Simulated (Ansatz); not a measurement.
# Co (Im-3m) in Ansatz: reference runs

Aim: a first look at Co with PBE, on the cell as given and on a disturbed one.

Program: Ansatz 0.2.0. These are calculated values, not measurements. Logs are shortened: lines on timing, memory, paths and dates and some standing lists are left out, and cuts for length are marked.

## 1. The structure

The structure is cubic, space group Im-3m (No. 229). Conventional cell: a = 2.805 Å, b = 2.805 Å, c = 2.805 Å, α = 90.00°, β = 90.00°, γ = 90.00°. Co (site symmetry m-3m) has 8 Co at 2.43 Å as nearest neighbours.

This isn't the form of Co at room conditions, which is hcp.

## 2. Single point, PBE, collinear spin, ferromagnetic start

The input, input.yaml:

```yaml
crystal:
  lattice:
    - [-1.40232, 1.40232, 1.40232]
    - [1.40232, -1.40232, 1.40232]
    - [1.40232, 1.40232, -1.40232]
  atoms:
    - { symbol: Co, position: [0.0, 0.0, 0.0], spin: 2.0 }
hamiltonian:
  xc: pbe
  pseudopotentials: { kind: paw }
magnetization:
  spin_polarized: true
kpoints:
  mp_grid: { grid: [13, 13, 13] }
scf:
  occupations: { method: fermi_dirac, width: 0.05 }
output:
  forces: true
  stress: true
  eigenvalues: true
  write_density: true
  write_potential: true
  elf: true
  volumetric_format: npy
```

Potentials or basis: Ansatz PAW.

The run is started by

```sh
$ ansatz run input.yaml --threads 1 --pin off --max-ram 2560MiB --backend cpu --events-out ev --progress --plain --runs-dir out
```

What it wrote:

```text
Warning: RAYON_NUM_THREADS=1 ignored (pool sized by the plan → 1); use --threads N
Engine: ansatz 0.2.0, x86_64-unknown-linux-gnu
Pseudopotentials: kind: paw
Pseudopotential: Co, paw, valence charge 17, recommended cutoff 420 eV (normal), Co.paw.azcp
Functional definition: PBE
  parameter kappa = 0.804
  parameter beta = 0.06672455060314922
  exchange = pbe_x(kappa = kappa, mu = beta*pi^2/3)
  correlation = pbe_c(beta = beta)
Crystal: 1 atoms, lattice volume = 11.031 Å³
Basis set: ecut = 420 eV, 201 PW (Γ), exchange–correlation on 36×36×36 points (8 copies of the dense FFT grid, shifted against one another)
Bands: 14, of which v1, the nominal top of the filled ones, is band 9 counted from 1 (8 counted from 0)
Symmetry: 48 space group operations
Space group: Im-3m (ITA 229), of the structure as read, at distance tolerance 2.2e-5 Å
Magnetic group: BNS 229.140 (UNI 1642), of the structure as read, at distance tolerance 2.2e-5 Å
k-points: 84 of 2197
Non-local potential: Co, projectors of the file, l = 0: 3, l = 1: 2, l = 2: 3, l = 3: 1
PAW form: soft (Blöchl's): semilocal exchange-correlation on the pseudo side does not see the compensation charge
PAW one-centre angular grid: Co, 590 points (default); XC on 64 Gauss nodes
Initial density: superposition of atomic densities (chi_scale 0.1, normalization cell)
Starting moments: Σ|m| = 2 μB on 1 of 1 site
Initial wavefunctions: pseudopotential atomic-orbital guess
Functional: x = pbe(κ = 0.804, μ = 0.2195149727645171), c = pbe(β = 0.06672455060314922)
SCF iter   1: F=—  HF=-5125.797703 eV  |F-HF|=—  |Δ(HF+E_count)|=         —  Δρ=1.10e-1 (↑3.30e-2 ↓1.10e-1)  dr2=1.25e0  dr2_m=1.64e-1  M=1.940 μB ∫|m|=1.996 μB  β_m=0.30  ethr=3.10e-3  ⟨swp⟩=5.3  Hψ=11645  notcnv=0
Mixer restart at iter 1: flushing history
preconditioner: auto → none  [metal: Δε(μ)=0.009 eV  Ē_g=15.217 eV  σ=0.050 eV  W_gap=0.05  n_scr=0 (ndim 8)  ℏωp=33.5 eV  f_vac=0.000  D(μ)=1.51/eV (n_scr^D=18)]
SCF iter   2: F=—  HF=-5125.344945 eV  |F-HF|=—  |Δ(HF+E_count)|=   4.53e-1  Δρ=4.69e-2 (↑4.69e-2 ↓1.95e-2)  dr2=9.00e-2  dr2_m=7.78e-2  M=1.887 μB ∫|m|=1.963 μB  β_m=0.29  ethr=3.10e-3  ⟨swp⟩=2.8  Hψ=5742  notcnv=0  defer=78
SCF iter   3: F=—  HF=-5125.610389 eV  |F-HF|=—  |Δ(HF+E_count)|=   2.65e-1  Δρ=2.12e-2 (↑2.12e-2 ↓1.77e-2)  dr2=8.79e-3  dr2_m=3.12e-2  M=1.853 μB ∫|m|=1.938 μB  β_m=0.49  ethr=5.29e-4  ⟨swp⟩=2.6  Hψ=4649  notcnv=0  defer=79
SCF iter   4: F=—  HF=-5125.992386 eV  |F-HF|=—  |Δ(HF+E_count)|=   3.82e-1  Δρ=1.25e-2 (↑8.36e-3 ↓1.25e-2)  dr2=2.42e-2  dr2_m=2.67e-3  M=1.774 μB ∫|m|=1.894 μB  β_m=0.75  ethr=5.17e-5  ⟨swp⟩=2.3  Hψ=4831  notcnv=0  defer=80
SCF iter   5: F=—  HF=-5126.069065 eV  |F-HF|=—  |Δ(HF+E_count)|=   7.67e-2  Δρ=5.70e-3 (↑4.33e-3 ↓5.70e-3)  dr2=1.28e-4  dr2_m=2.50e-3  M=1.705 μB ∫|m|=1.855 μB  β_m=0.61  ethr=5.17e-5  ⟨swp⟩=2.1  Hψ=5170  notcnv=0  defer=85
SCF iter   6: F=—  HF=-5126.068684 eV  |F-HF|=—  |Δ(HF+E_count)|=   3.81e-4  Δρ=2.76e-3 (↑1.87e-3 ↓2.76e-3)  dr2=5.54e-5  dr2_m=5.35e-4  M=1.710 μB ∫|m|=1.857 μB  β_m=0.81  ethr=7.53e-7  ⟨swp⟩=2.3  Hψ=4002  notcnv=0  defer=85
SCF iter   7: F=—  HF=-5126.068982 eV  |F-HF|=—  |Δ(HF+E_count)|=   2.98e-4  Δρ=2.90e-4 (↑1.48e-4 ↓2.90e-4)  dr2=1.14e-5  dr2_m=1.13e-6  M=1.705 μB ∫|m|=1.854 μB  β_m=0.86  ethr=3.26e-7  ⟨swp⟩=2.1  Hψ=3532  notcnv=0  defer=85
SCF iter   8: F=—  HF=-5126.068993 eV  |F-HF|=—  |Δ(HF+E_count)|=   1.14e-5  Δρ=5.25e-5 (↑5.25e-5 ↓3.48e-5)  dr2=4.94e-7  dr2_m=1.57e-8  M=1.704 μB ∫|m|=1.854 μB  β_m=0.93  ethr=6.72e-8  ⟨swp⟩=2.3  Hψ=3334  notcnv=0  defer=85
SCF iter   9: F=—  HF=-5126.068994 eV  |F-HF|=—  |Δ(HF+E_count)|=   1.67e-7  Δρ=2.14e-5 (↑7.91e-6 ↓2.14e-5)  dr2=1.49e-8  dr2_m=2.05e-8  M=1.704 μB ∫|m|=1.854 μB  β_m=0.89  ethr=2.90e-9  ⟨swp⟩=2.2  Hψ=3345  notcnv=0  defer=85
SCF iter  10: F=-5126.068994 eV  HF=-5126.068994 eV  |F-HF|=4.86e-10  |Δ(HF+E_count)|=   1.09e-9  Δρ=1.64e-6 (↑1.64e-6 ↓1.45e-6)  dr2=6.54e-10  dr2_m=8.34e-12  M=1.704 μB ∫|m|=1.854 μB  ethr=8.79e-11  ⟨swp⟩=6.7  Hψ=11939  notcnv=0
SCF 1 converged in 10 iterations: F = -5126.068994 eV  dr2 = 6.54e-10
SCF converged after 10 iterations
Magnetization: 1.7042 μB (9.3521 up, 7.6479 down)
Absolute magnetization: 1.8542 μB (∫|ρ↑−ρ↓|, with the PAW one-centre terms)
Spin contamination: 0.0285 ħ² per cell (⟨S²⟩ above its minimum at these occupations)
Per-site moments (μB) at R_I (Å): [(1.7740010123328644, 1.00191691399387)]
Free energy (F): -5126.068994 eV
Harris-Foulkes:  -5126.068994 eV  (|F-HF|=4.86e-10)
Internal energy: -5126.055146 eV  (E = F + TS)
E sigma→0 (E₀):  -5126.062070 eV
Entropy (-TS):   -0.013847 eV (-13.847 meV/atom)
Fermi energy:    18.701144 eV
--- Per-component energies (eV) ---
  E_band       = -249.977824
  E_kinetic    = 452.821715
  E_local      = -2854.970745  (includes V_loc(G=0)·N_el)
  E_nonlocal   = 454.504326
  E_hartree    = 1195.495647
  E_xc         = -158.790389
  E_vxc        = -204.890964  (∫ρ·V_xc dr)
  E_paw        = -1515.186199  (= ΣΔE_a)
  E_vpaw       = -488.431746  (= ΣTr[D̂ρ^β])
  E_aug_tail   = 0.000090  (compensation charges beyond the density's cutoff)
  E_ewald      = -2699.929592
  E_smearing   = -0.013847  (= −TS)
  E_closure    = 0.000000  (closes the sum)
  Σ components = -5126.068994   (vs F -5126.068994, Δ=0.00e0)
--- Forces (eV/Å), atoms counted from 1 ---
  atom   1  Co     0.00000000     0.00000000    -0.00000000
  max |Σ_I F_I| component: 4.11e-32 eV/Å
--- Stress (GPa, compression-positive) ---
        0.556786       0.000000       0.000000
        0.000000       0.556786      -0.000000
        0.000000       0.000000       0.556786
  P = ⅓ Tr σ = 0.5568 GPa (5.568 kbar)
--- Band table (eV; the first three rows and the last of 168) ---
  k-point 0 ↑: bands = ["-77.7853", "-40.8590", "-40.8590", "-40.8590", "9.3848", "15.6563", "15.6563", "15.6563", "16.7441", "16.7441", "43.6513", "43.6513", "43.6513", "48.6661"]
  k-point 1 ↑: bands = ["-77.7822", "-40.8769", "-40.8651", "-40.8590", "9.6305", "15.5960", "15.6511", "15.7770", "16.6870", "16.7491", "41.9719", "43.2303", "43.4203", "47.5224"]
  k-point 2 ↑: bands = ["-77.7734", "-40.9264", "-40.8819", "-40.8588", "10.3405", "15.4315", "15.6041", "16.1217", "16.5897", "16.7655", "38.5520", "41.8175", "42.9274", "44.8752"]
  k-point 83 ↓: bands = ["-75.5302", "-38.9864", "-38.9833", "-38.9833", "14.8752", "14.8940", "19.5007", "19.5007", "19.5810", "27.2779", "28.3141", "28.3141", "34.4744", "35.0146"]
```

Run time: 1.4 s. Hardware: 1 thread of AMD EPYC 9R45 (Zen 5), shared host; peak memory 0.41 GiB.

What came out:

```yaml
Free_energy: -5126.0690 eV
Pressure: 0.6 GPa
Band_gap_on_the_k_mesh: none (metal or under the smearing width)
Net_moment: 1.70 μB per cell
Absolute_moment: 1.85 μB per cell
Site_moments: Co +1.77 μB
```

Levels at points of the mesh, in eV from the Fermi level:
Spin up:
```csv
k point,band 6,band 7,band 8,band 9,band 10,band 11,band 12,band 13
"(0.00, 0.00, 0.00)",-3.04,-3.04,-3.04,-1.96,-1.96,24.95,24.95,24.95
```
Spin down:
| k point | band 6 | band 7 | band 8 | band 9 | band 10 | band 11 |
| --- | --- | --- | --- | --- | --- | --- |
| (0.00, 0.00, 0.00) | -1.53 | -1.53 | -1.53 | 0.33 | 0.33 | 24.69 |

## 3. Single point, PBE, collinear spin, ferromagnetic start (cell strained at random at fixed volume)

The input, input.yaml:

```yaml
crystal:
  lattice:
    - [-1.416293, 1.383618, 1.426245]
    - [1.412549, -1.371732, 1.410614]
    - [1.413136, 1.368575, -1.414359]
  atoms:
    - { symbol: Co, position: [-0.007136, -0.003013, -0.002904], spin: 2.0 }
hamiltonian:
  xc: pbe
  pseudopotentials: { kind: paw }
magnetization:
  spin_polarized: true
kpoints:
  mp_grid: { grid: [13, 13, 13] }
scf:
  occupations: { method: fermi_dirac, width: 0.05 }
output:
  forces: true
  stress: true
  eigenvalues: true
```

Potentials or basis: Ansatz PAW.

The run is started by

```sh
$ ansatz run input.yaml --threads 1 --pin off --max-ram 2560MiB --backend cpu --events-out ev --progress --plain --runs-dir out
```

What it wrote:

```text
Warning: RAYON_NUM_THREADS=1 ignored (pool sized by the plan → 1); use --threads N
[... 8 set-up lines as earlier in the session ...]
Crystal: 1 atoms, lattice volume = 11.031 Å³
Basis set: ecut = 420 eV, 213 PW (Γ), exchange–correlation on 36×36×36 points (8 copies of the dense FFT grid, shifted against one another)
Bands: 14, of which v1, the nominal top of the filled ones, is band 9 counted from 1 (8 counted from 0)
Symmetry: 2 space group operations
Space group: P-1 (ITA 2), of the structure as read, at distance tolerance 2.2e-5 Å
Magnetic group: BNS 2.4 (UNI 4), of the structure as read, at distance tolerance 2.2e-5 Å
k-points: 1099 of 2197
[... 4 set-up lines as earlier in the session ...]
Starting moments: Σ|m| = 2 μB on 1 of 1 site
[... 2 set-up lines as earlier in the session ...]
SCF iter   1: F=—  HF=-5125.796795 eV  |F-HF|=—  |Δ(HF+E_count)|=         —  Δρ=1.09e-1 (↑3.41e-2 ↓1.09e-1)  dr2=1.25e0  dr2_m=1.57e-1  M=1.933 μB ∫|m|=1.989 μB  β_m=0.30  ethr=3.10e-3  ⟨swp⟩=5.4  Hψ=153007  notcnv=0
Mixer restart at iter 1: flushing history
preconditioner: auto → none  [metal: Δε(μ)=0.001 eV  Ē_g=15.195 eV  σ=0.050 eV  W_gap=0.00  n_scr=0 (ndim 8)  ℏωp=33.5 eV  f_vac=0.000  D(μ)=1.50/eV (n_scr^D=18)]
SCF iter   2: F=—  HF=-5125.343481 eV  |F-HF|=—  |Δ(HF+E_count)|=   4.53e-1  Δρ=4.67e-2 (↑4.67e-2 ↓1.96e-2)  dr2=9.06e-2  dr2_m=7.66e-2  M=1.883 μB ∫|m|=1.960 μB  β_m=0.29  ethr=3.10e-3  ⟨swp⟩=2.8  Hψ=75608  notcnv=0  defer=1047
SCF iter   3: F=—  HF=-5125.607645 eV  |F-HF|=—  |Δ(HF+E_count)|=   2.64e-1  Δρ=2.11e-2 (↑2.11e-2 ↓1.76e-2)  dr2=9.06e-3  dr2_m=3.06e-2  M=1.848 μB ∫|m|=1.934 μB  β_m=0.49  ethr=5.33e-4  ⟨swp⟩=2.5  Hψ=59747  notcnv=0  defer=1047
SCF iter   4: F=—  HF=-5125.992491 eV  |F-HF|=—  |Δ(HF+E_count)|=   3.85e-1  Δρ=1.28e-2 (↑8.19e-3 ↓1.28e-2)  dr2=2.41e-2  dr2_m=2.90e-3  M=1.767 μB ∫|m|=1.888 μB  β_m=0.75  ethr=5.33e-5  ⟨swp⟩=2.3  Hψ=63410  notcnv=0  defer=1063
SCF iter   5: F=—  HF=-5126.069603 eV  |F-HF|=—  |Δ(HF+E_count)|=   7.71e-2  Δρ=3.94e-3 (↑2.60e-3 ↓3.94e-3)  dr2=2.05e-4  dr2_m=9.97e-4  M=1.710 μB ∫|m|=1.858 μB  β_m=0.65  ethr=5.33e-5  ⟨swp⟩=2.1  Hψ=67310  notcnv=0  defer=1111
SCF iter   6: F=—  HF=-5126.069417 eV  |F-HF|=—  |Δ(HF+E_count)|=   1.85e-4  Δρ=1.46e-3 (↑9.06e-4 ↓1.46e-3)  dr2=3.67e-5  dr2_m=1.29e-4  M=1.714 μB ∫|m|=1.860 μB  β_m=0.82  ethr=1.20e-6  ⟨swp⟩=1.5  Hψ=42101  notcnv=0  defer=1110
SCF iter   7: F=—  HF=-5126.069578 eV  |F-HF|=—  |Δ(HF+E_count)|=   1.61e-4  Δρ=5.36e-4 (↑1.50e-4 ↓5.36e-4)  dr2=1.61e-5  dr2_m=9.56e-6  M=1.711 μB ∫|m|=1.858 μB  β_m=0.83  ethr=2.16e-7  ⟨swp⟩=2.1  Hψ=41768  notcnv=0  defer=1110
SCF iter   8: F=—  HF=-5126.069588 eV  |F-HF|=—  |Δ(HF+E_count)|=   9.75e-6  Δρ=6.24e-5 (↑2.09e-5 ↓6.24e-5)  dr2=2.49e-7  dr2_m=1.29e-7  M=1.710 μB ∫|m|=1.858 μB  β_m=0.92  ethr=9.49e-8  ⟨swp⟩=2.3  Hψ=43630  notcnv=0  defer=1110
SCF iter   9: F=—  HF=-5126.069588 eV  |F-HF|=—  |Δ(HF+E_count)|=   2.71e-7  Δρ=9.60e-6 (↑4.40e-6 ↓9.60e-6)  dr2=1.27e-8  dr2_m=1.24e-9  M=1.710 μB ∫|m|=1.858 μB  β_m=0.96  ethr=1.46e-9  ⟨swp⟩=2.2  Hψ=48078  notcnv=0  defer=1110
SCF iter  10: F=-5126.069588 eV  HF=-5126.069588 eV  |F-HF|=1.19e-9  |Δ(HF+E_count)|=   2.92e-9  Δρ=2.82e-6 (↑2.09e-6 ↓2.82e-6)  dr2=1.52e-9  dr2_m=2.52e-11  M=1.710 μB ∫|m|=1.858 μB  ethr=7.45e-11  ⟨swp⟩=3.9  Hψ=104691  notcnv=0
SCF 1 converged in 10 iterations: F = -5126.069588 eV  dr2 = 1.52e-9
SCF converged after 10 iterations
Magnetization: 1.7099 μB (9.3549 up, 7.6451 down)
Absolute magnetization: 1.8581 μB (∫|ρ↑−ρ↓|, with the PAW one-centre terms)
Spin contamination: 0.0283 ħ² per cell (⟨S²⟩ above its minimum at these occupations)
Per-site moments (μB) at R_I (Å): [(1.778888724293753, 0.9991338599230797)]
Free energy (F): -5126.069588 eV
Harris-Foulkes:  -5126.069588 eV  (|F-HF|=1.19e-9)
Internal energy: -5126.056013 eV  (E = F + TS)
E sigma→0 (E₀):  -5126.062801 eV
Entropy (-TS):   -0.013575 eV (-13.575 meV/atom)
Fermi energy:    18.692279 eV
--- Per-component energies (eV) ---
  E_band       = -250.015832
  E_kinetic    = 452.823644
  E_local      = -2855.053950  (includes V_loc(G=0)·N_el)
  E_nonlocal   = 454.485645
  E_hartree    = 1195.521190
  E_xc         = -158.794194
  E_vxc        = -204.896068  (∫ρ·V_xc dr)
  E_paw        = -1515.176995  (= ΣΔE_a)
  E_vpaw       = -488.414852  (= ΣTr[D̂ρ^β])
  E_aug_tail   = 0.000090  (compensation charges beyond the density's cutoff)
  E_ewald      = -2699.861442
  E_smearing   = -0.013575  (= −TS)
  E_closure    = 0.000000  (closes the sum)
  Σ components = -5126.069588   (vs F -5126.069588, Δ=0.00e0)
--- Forces (eV/Å), atoms counted from 1 ---
  atom   1  Co     0.00000000     0.00000000     0.00000000
  max |Σ_I F_I| component: 0.00e0 eV/Å
--- Stress (GPa, compression-positive) ---
        1.049171       0.312601       0.359732
        0.312606      -0.442963      -1.183031
        0.359750      -1.183035       1.309563
  P = ⅓ Tr σ = 0.6386 GPa (6.386 kbar)
--- Band table (eV; the first three rows and the last of 2198) ---
  k-point 0 ↑: bands = ["-77.7905", "-40.8878", "-40.8822", "-40.8219", "9.3834", "15.5468", "15.6886", "15.7242", "16.7084", "16.7674", "43.3466", "43.4699", "44.1093", "48.4351"]
  k-point 1 ↑: bands = ["-77.7873", "-40.8940", "-40.8924", "-40.8298", "9.6326", "15.5406", "15.7108", "15.7595", "16.6905", "16.7368", "42.1547", "43.1159", "43.2818", "47.2132"]
  k-point 2 ↑: bands = ["-77.7783", "-40.9307", "-40.9113", "-40.8414", "10.3526", "15.3900", "15.6489", "16.0910", "16.6055", "16.7560", "38.8297", "41.6710", "42.6170", "44.6083"]
  k-point 1098 ↓: bands = ["-75.5791", "-39.0196", "-38.8495", "-38.7592", "14.1359", "16.0142", "16.8217", "18.9737", "19.2397", "20.2927", "28.6758", "34.9391", "36.4035", "44.8588"]
```

Wall time 12 s (1 thread of AMD EPYC 9R45 (Zen 5), shared host); peak memory 0.71 GiB.

What came out:

```
Free energy            : -5126.0696 eV
Pressure               : 0.6 GPa
Band gap on the k mesh : none (metal or under the smearing width)
Net moment             : 1.71 μB per cell
Absolute moment        : 1.86 μB per cell
Site moments           : Co +1.78 μB
```

Stress tensor (GPa, compression positive):
```
 1.05  0.31  0.36
 0.31 -0.44 -1.18
 0.36 -1.18  1.31
```
